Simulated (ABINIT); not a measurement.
# AlN (P6_3mc) in ABINIT: notebook

Aim: see how the results for AlN move with the level of theory and the settings. Levels: PBE, LDA, PBEsol. Tasks: single point.

Everything below comes from runs of ABINIT 10.8.3 (patched build). Logs are shortened: lines on timing, memory, paths and dates and some standing lists are left out, and cuts for length are marked. The log counts tension as positive stress, the text compression.

**What was measured.**

From “Structural and optical properties of self-assembled AlN nanowires grown on SiO2/Si substrates by molecular beam epitaxy”, 2024, arxiv:2402.00216, for a bulk crystal of AlN at 0 K: band gap 6.0343 eV (an exciton energy, a little under the gap).

How close the calculation comes is told below.

## Step 1: The crystal as given

The structure is hexagonal, space group P6_3mc (No. 186). The conventional cell has a = 3.113 Å, b = 3.113 Å, c = 4.981 Å, α = 90.00°, β = 90.00°, γ = 120.00°. Al (site symmetry 3m) is surrounded by 4 N at 1.89 Å. N (site symmetry 3m) is surrounded by 4 Al at 1.89 Å.

## Step 2: Single point, PBE

The input, run.abi:

```
pp_dirpath "./"
pseudos "Al.GGA_PBE-JTH.xml, N.GGA_PBE-JTH.xml"

acell 3*1.0 Angstrom
rprim
     3.1130000000     0.0000000000     0.0000000000
    -1.5565000000     2.6959370820     0.0000000000
     0.0000000000     0.0000000000     4.9810000000
ntypat 2
znucl 13 7
natom 4
typat 1 1 2 2
xred
     0.6666666667     0.3333333333     0.5000000000
     0.3333333333     0.6666666667     0.0000000000
     0.6666666667     0.3333333333     0.8800000000
     0.3333333333     0.6666666667     0.3800000000

ecut 25.0
pawecutdg 47.0

kptopt 1
ngkpt 8 8 5
nshiftk 1
shiftk 0.0 0.0 0.0

ixc 11

nband 12
occopt 3
tsmear 0.05 eV

nstep 100
tolvrs 1.0e-9

iomode 3
prtwf 0
prtden 0
prteig 0
prtebands 0
enunit 1
```

Potentials or basis: JTH PAW PBE v2.0.

Run with:

```sh
> abinit run.abi > log 2>&1
```

run.abo:

```text
.Version 10.8.3 of ABINIT
 Symmetries : space group P6_3 m c (#186); Bravais hP (primitive hexag.)
================================================================================
 Values of the parameters that define the memory need of the present run
     intxc =       0    ionmov =       0      iscf =      17    lmnmax =       8
     lnmax =       4     mgfft =      45  mpssoang =       2    mqgrid =    3001
     natom =       4  nloc_mem =       2    nspden =       1   nspinor =       1
    nsppol =       1      nsym =      12    n1xccc =       1    ntypat =       2
    occopt =       3   xclevel =       2
       mpw =        1713          nfft =       40500          nkpt =          30
 PAW method is used; the additional fine FFT grid is defined by:
   mgfftf=        60    nfftf =     96000
================================================================================
================================================================================

--------------------------------------------------------------------------------
------------- Echo of variables that govern the present computation ------------
--------------------------------------------------------------------------------
 -outvars: echo values of preprocessed input variables --------
            acell      1.8897261259E+00  1.8897261259E+00  1.8897261259E+00 Bohr
              amu      2.69815390E+01  1.40067400E+01
             ecut      2.50000000E+01 Hartree
           enunit           1
              ixc          11
         kptrlatt        8    0    0      0    8    0      0    0    5
          kptrlen      4.70617394E+01
            natom           4
            nband          12
            ngfft          30      30      45
          ngfftdg          40      40      60
             nkpt          30
            nstep         100
             nsym          12
           ntypat           2
           occopt           3
        pawecutdg      4.70000000E+01 Hartree
         pawxcdev           0
           prtden           0
        prtebands           0
           prteig           0
            prtwf           0
            rprim      3.1130000000E+00  0.0000000000E+00  0.0000000000E+00
                      -1.5565000000E+00  2.6959370820E+00  0.0000000000E+00
                       0.0000000000E+00  0.0000000000E+00  4.9810000000E+00
          spgroup         186
           tolvrs      1.00000000E-09
           tsmear      1.83746611E-03 Hartree
            typat      1  1  2  2
           useylm           1
           xangst      1.5565000000E+00  8.9864569400E-01  2.4905000000E+00
                       2.0731891839E-17  1.7972913880E+00  0.0000000000E+00
                       1.5565000000E+00  8.9864569400E-01  4.3832800000E+00
                       2.0731891839E-17  1.7972913880E+00  1.8927800000E+00
            xcart      2.9413587150E+00  1.6981942459E+00  4.7063629166E+00
                       3.9177597648E-17  3.3963884918E+00  0.0000000000E+00
                       2.9413587150E+00  1.6981942459E+00  8.2831987332E+00
                       3.9177597648E-17  3.3963884918E+00  3.5768358166E+00
             xred      6.6666666667E-01  3.3333333333E-01  5.0000000000E-01
                       3.3333333333E-01  6.6666666667E-01  0.0000000000E+00
                       6.6666666667E-01  3.3333333333E-01  8.8000000000E-01
                       3.3333333333E-01  6.6666666667E-01  3.8000000000E-01
            znucl       13.00000    7.00000

================================================================================

 chkinp: Checking input parameters for consistency.

================================================================================
== DATASET  1 ==================================================================

--- !DatasetInfo
iteration_state: {dtset: 1, }
dimensions: {natom: 4, nkpt: 30, mband: 12, nsppol: 1, nspinor: 1, nspden: 1, mpw: 1713, }
cutoff_energies: {ecut:  25.0, pawecutdg:  47.0, }
electrons: {nelect:   1.60000000E+01, charge:   0.00000000E+00, occopt:   3.00000000E+00, tsmear:   1.83746611E-03, }
meta: {optdriver: 0, ionmov: 0, optcell: 0, iscf: 17, paral_kgb: 0, }
...

 Exchange-correlation functional for the present dataset will be:
  GGA: Perdew-Burke-Ernzerhof functional - ixc=11
  J.P.Perdew, K.Burke, M.Ernzerhof, PRL 77, 3865 (1996)

 Real(R)+Recip(G) space primitive vectors, cartesian coordinates (Bohr,Bohr^-1):
 R(1)=  5.8827174  0.0000000  0.0000000  G(1)=  0.1699895  0.0981435  0.0000000
 R(2)= -2.9413587  5.0945827  0.0000000  G(2)=  0.0000000  0.1962869  0.0000000
 R(3)=  0.0000000  0.0000000  9.4127258  G(3)=  0.0000000  0.0000000  0.1062392
 Unit cell volume ucvol=  2.8209931E+02 bohr^3
 Angles (23,13,12)=  9.00000000E+01  9.00000000E+01  1.20000000E+02 degrees

 Coarse grid specifications (used for wave-functions):

 getcut: wavevector=  0.0000  0.0000  0.0000  ngfft=  30  30  45
         ecut(hartree)=     25.000   => boxcut(ratio)=   2.07684

 Fine grid specifications (used for densities):

 getcut: wavevector=  0.0000  0.0000  0.0000  ngfft=  40  40  60
         ecut(hartree)=     47.000   => boxcut(ratio)=   2.06548

--- Pseudopotential description ------------------------------------------------
- pspini: atom type   1  psp file is ./Al.GGA_PBE-JTH.xml
 Pseudopotential format is: paw10
 basis_size (lnmax)=  4 (lmn_size=  8), orbitals=   0   0   1   1
 Spheres core radius: rc_sph= 1.90363307
 Shapefunction is SIN type: shapef(r)=[sin(pi*r/rshp)/(pi*r/rshp)]**2
 Radius for shape functions =  1.60786206
 Compensation charge density is not taken into account in XC energy/potential

- pspini: atom type   2  psp file is ./N.GGA_PBE-JTH.xml
 Pseudopotential format is: paw10
 basis_size (lnmax)=  4 (lmn_size=  8), orbitals=   0   0   1   1
 Spheres core radius: rc_sph= 1.20497474
 Shapefunction is SIN type: shapef(r)=[sin(pi*r/rshp)/(pi*r/rshp)]**2
 Radius for shape functions =  1.00243812
 Compensation charge density is not taken into account in XC energy/potential

  -1.78826511E+01                                ecore*ucvol(ha*bohr**3)
--------------------------------------------------------------------------------

[... 7 lines left out ...]

     iter   Etot(hartree)      deltaE(h)  residm     nres2
 ETOT  1  -24.616205118245    -2.462E+01 3.837E-02 6.733E+01
 ETOT  2  -24.490754355929     1.255E-01 3.122E-03 1.830E+01
 ETOT  3  -24.470812054556     1.994E-02 7.434E-04 1.645E+00
 ETOT  4  -24.470978836367    -1.668E-04 1.173E-04 4.904E-02
 ETOT  5  -24.470949094242     2.974E-05 1.788E-05 2.401E-03
 ETOT  6  -24.470965501500    -1.641E-05 6.884E-06 5.469E-04
 ETOT  7  -24.470965394994     1.065E-07 2.245E-06 1.075E-05
 ETOT  8  -24.470965400717    -5.723E-09 9.362E-07 9.551E-07
 ETOT  9  -24.470965400793    -7.558E-11 4.545E-07 2.796E-07
 ETOT 10  -24.470965400474     3.191E-10 1.948E-07 4.206E-09
 ETOT 11  -24.470965400474    -1.563E-13 1.207E-07 3.005E-09
 ETOT 12  -24.470965400471     2.895E-12 5.251E-08 3.093E-10

 At SCF step   12       nres2   =  3.09E-10 < tolvrs=  1.00E-09 =>converged.

 Cartesian components of stress tensor (hartree/bohr^3)
  sigma(1 1)= -1.18923089E-04  sigma(3 2)=  0.00000000E+00
  sigma(2 2)= -1.18923089E-04  sigma(3 1)=  0.00000000E+00
  sigma(3 3)= -1.73415974E-04  sigma(2 1)=  0.00000000E+00

--- !ResultsGS
iteration_state: {dtset: 1, }
comment   : Summary of ground state results
lattice_vectors:
- [  5.8827174,   0.0000000,   0.0000000, ]
- [ -2.9413587,   5.0945827,   0.0000000, ]
- [  0.0000000,   0.0000000,   9.4127258, ]
lattice_lengths: [   5.88272,    5.88272,    9.41273, ]
lattice_angles: [ 90.000,  90.000, 120.000, ] # degrees, (23, 13, 12)
lattice_volume:   2.8209931E+02
convergence: {deltae:  2.895E-12, res2:  3.093E-10, residm:  5.251E-08, diffor: null, }
etotal    :  -2.44709654E+01
entropy   :   0.00000000E+00
fermie    :   3.26314938E-01
cartesian_stress_tensor: # hartree/bohr^3
- [ -1.18923089E-04,   0.00000000E+00,   0.00000000E+00, ]
- [  0.00000000E+00,  -1.18923089E-04,   0.00000000E+00, ]
- [  0.00000000E+00,   0.00000000E+00,  -1.73415974E-04, ]
pressure_GPa:   4.0333E+00
xred      :
- [  6.6667E-01,   3.3333E-01,   5.0000E-01, Al]
- [  3.3333E-01,   6.6667E-01,   0.0000E+00, Al]
- [  6.6667E-01,   3.3333E-01,   8.8000E-01,  N]
- [  3.3333E-01,   6.6667E-01,   3.8000E-01,  N]
cartesian_forces: # hartree/bohr
- [  6.29366823E-29,   2.97298722E-29,  -2.54351904E-03, ]
- [  4.00506160E-29,   4.29431488E-29,  -2.54351904E-03, ]
- [ -1.43037914E-28,  -8.91896167E-29,   2.54351904E-03, ]
- [  4.00506160E-29,   1.65165957E-29,   2.54351904E-03, ]
force_length_stats: {min:   2.54351904E-03, max:   2.54351904E-03, mean:   2.54351904E-03, }
...

 Integrated electronic density in atomic spheres:
 ------------------------------------------------
 Atom  Sphere_radius  Integrated_density
    1        1.90363          0.90102053
    2        1.90363          0.90102053
    3        1.20497          2.62960200
    4        1.20497          2.62960200

================================================================================

 ----iterations are completed or convergence reached----

 Mean square residual over all n,k,spin=   32.155E-11; max=  52.515E-09
 reduced coordinates (array xred) for    4 atoms
       0.666666666667      0.333333333333      0.500000000000
       0.333333333333      0.666666666667      0.000000000000
       0.666666666667      0.333333333333      0.880000000000
       0.333333333333      0.666666666667      0.380000000000
 rms dE/dt=  1.3823E-02; max dE/dt=  2.4193E-02; dE/dt below (all hartree)
    1      -0.000000000000      0.000000000000      0.024193496703
    2       0.000000000000     -0.000000000000      0.024193496703
    3       0.000000000000      0.000000000000     -0.023689397983
    4       0.000000000000      0.000000000000     -0.023689397983

 cartesian coordinates (angstrom) at end:
    1      1.55650000000000     0.89864569400000     2.49050000000000
    2      0.00000000000000     1.79729138800000     0.00000000000000
    3      1.55650000000000     0.89864569400000     4.38328000000000
    4      0.00000000000000     1.79729138800000     1.89278000000000

 cartesian forces (hartree/bohr) at end:
    1      0.00000000000000     0.00000000000000    -0.00254351903657
    2      0.00000000000000     0.00000000000000    -0.00254351903657
    3     -0.00000000000000    -0.00000000000000     0.00254351903657
    4      0.00000000000000     0.00000000000000     0.00254351903657
 frms,max,avg= 1.4685014E-03 2.5435190E-03   0.000E+00  0.000E+00 -2.678E-05 h/b

 cartesian forces (eV/Angstrom) at end:
    1      0.00000000000000     0.00000000000000    -0.13079300761450
    2      0.00000000000000     0.00000000000000    -0.13079300761450
    3     -0.00000000000000    -0.00000000000000     0.13079300761450
    4      0.00000000000000     0.00000000000000     0.13079300761450
 frms,max,avg= 7.5513378E-02 1.3079301E-01   0.000E+00  0.000E+00 -1.377E-03 e/A
 length scales=  1.889726125908  1.889726125908  1.889726125908 bohr
              =  1.000000000000  1.000000000000  1.000000000000 angstroms
 Fermi (or HOMO) energy (eV) =   8.87948   Average Vxc (eV)= -10.66945
 Eigenvalues (   eV  ) for nkpt=  30  k points:
 kpt#   1, nband= 12, wtk=  0.00313, kpt=  0.0000  0.0000  0.0000 (reduced coord)
  -7.94362   -5.79413    1.24275    6.39493    6.39493    7.04864    7.04864    7.22841
  11.43233   13.87271   17.83322   18.37332
 prteigrs : prtvol=0 or 1, do not print more k-points.

--- !EnergyTerms
iteration_state     : {dtset: 1, }
comment             : Components of total free energy in Hartree
kinetic             :  1.40225029391713E+01
hartree             :  5.72748329161462E+00
xc                  : -7.74395246212979E+00
Ewald energy        : -2.17432241271520E+01
psp_core            : -6.33913333013699E-02
local_psp           : -1.83081638050853E+01
PAW spherical_terms :  3.63778521460468E+00
internal            : -2.44709602822778E+01
'-kT*entropy'       :  1.25327081198538E-15
total_energy        : -2.44709602822778E+01
total_energy_eV     : -6.65888752051121E+02
...

--- !EnergyTermsDC
iteration_state     : {dtset: 1, }
comment             : '"Double-counting" decomposition of free energy'
band_energy         :  1.17227691359757E+00
Ewald energy        : -2.17432241271520E+01
psp_core            : -6.33913333013699E-02
xc_dc               : -4.63315048993056E+00
PAW spherical_terms :  7.96523636315381E-01
internal            : -2.44709654004710E+01
'-kT*entropy'       :  1.25327081198538E-15
total_energy_dc     : -2.44709654004710E+01
total_energy_dc_eV  : -6.65888891324253E+02
...

--- !EnergyTermsWithPAWCore
iteration_state     : {dtset: 1, }
comment             : 'Components of total free energy, including PAW core contributions'
Total energy        : -5.95367315320911E+02
Total energy DC     : -5.95367320439104E+02
Total energy (eV)   : -1.62007699754301E+04
Total energy DC (eV): -1.62007701147032E+04
...

 Cartesian components of stress tensor (hartree/bohr^3)
  sigma(1 1)= -1.18923089E-04  sigma(3 2)=  0.00000000E+00
  sigma(2 2)= -1.18923089E-04  sigma(3 1)=  0.00000000E+00
  sigma(3 3)= -1.73415974E-04  sigma(2 1)=  0.00000000E+00

-Cartesian components of stress tensor (GPa)         [Pressure=  4.0333E+00 GPa]
- sigma(1 1)= -3.49883809E+00  sigma(3 2)=  0.00000000E+00
- sigma(2 2)= -3.49883809E+00  sigma(3 1)=  0.00000000E+00
- sigma(3 3)= -5.10207410E+00  sigma(2 1)=  0.00000000E+00

== END DATASET(S) ==============================================================
================================================================================

 -outvars: echo values of variables after computation  --------
            acell      1.8897261259E+00  1.8897261259E+00  1.8897261259E+00 Bohr
           etotal     -2.4470965400E+01
            fcart      6.2936682340E-29  2.9729872220E-29 -2.5435190366E-03
                       4.0050616034E-29  4.2943148762E-29 -2.5435190366E-03
                      -1.4303791441E-28 -8.9189616659E-29  2.5435190366E-03
                       4.0050616034E-29  1.6516595678E-29  2.5435190366E-03
            rprim      3.1130000000E+00  0.0000000000E+00  0.0000000000E+00
                      -1.5565000000E+00  2.6959370820E+00  0.0000000000E+00
                       0.0000000000E+00  0.0000000000E+00  4.9810000000E+00
           strten     -1.1892308947E-04 -1.1892308947E-04 -1.7341597394E-04
                       0.0000000000E+00  0.0000000000E+00  0.0000000000E+00
           xangst      1.5565000000E+00  8.9864569400E-01  2.4905000000E+00
                       2.0731891839E-17  1.7972913880E+00  0.0000000000E+00
                       1.5565000000E+00  8.9864569400E-01  4.3832800000E+00
                       2.0731891839E-17  1.7972913880E+00  1.8927800000E+00
             xred      6.6666666667E-01  3.3333333333E-01  5.0000000000E-01
                       3.3333333333E-01  6.6666666667E-01  0.0000000000E+00
                       6.6666666667E-01  3.3333333333E-01  8.8000000000E-01
                       3.3333333333E-01  6.6666666667E-01  3.8000000000E-01
 Calculation completed.
```

Wall time 24 s (1 thread of Arm Neoverse V1, shared host); peak memory 0.11 GiB.

What came out:

- Free energy: -665.8889 eV
- Largest force: 0.131 eV/Å
- Band gap on the k mesh: 4.20 eV, direct
- Valence electrons inside the program's atomic spheres: Al 0.90; N 2.63

Forces in eV/Å, atoms in the order of the input:
```
Al   0.000  0.000 -0.131
Al   0.000  0.000 -0.131
N    0.000  0.000  0.131
N    0.000  0.000  0.131
```

Levels at points of the mesh, in eV from the valence-band top:
| k point | band 4 | band 5 | band 6 | band 7 | band 8 | band 9 | band 10 | band 11 | band 12 |
| --- | --- | --- | --- | --- | --- | --- | --- | --- | --- |
| (0.00, 0.00, 0.00) | -0.83 | -0.83 | -0.18 | -0.18 | 0.00 | 4.20 | 6.64 | 10.60 | 11.14 |
| (0.50, 0.00, 0.00) | -4.14 | -3.34 | -2.07 | -1.77 | -0.66 | 5.81 | 5.81 | 8.18 | 10.30 |

Caveat: the cutoff is too short for stress, so the log's stress isn't used.

(Continued in part 2 of 2.)
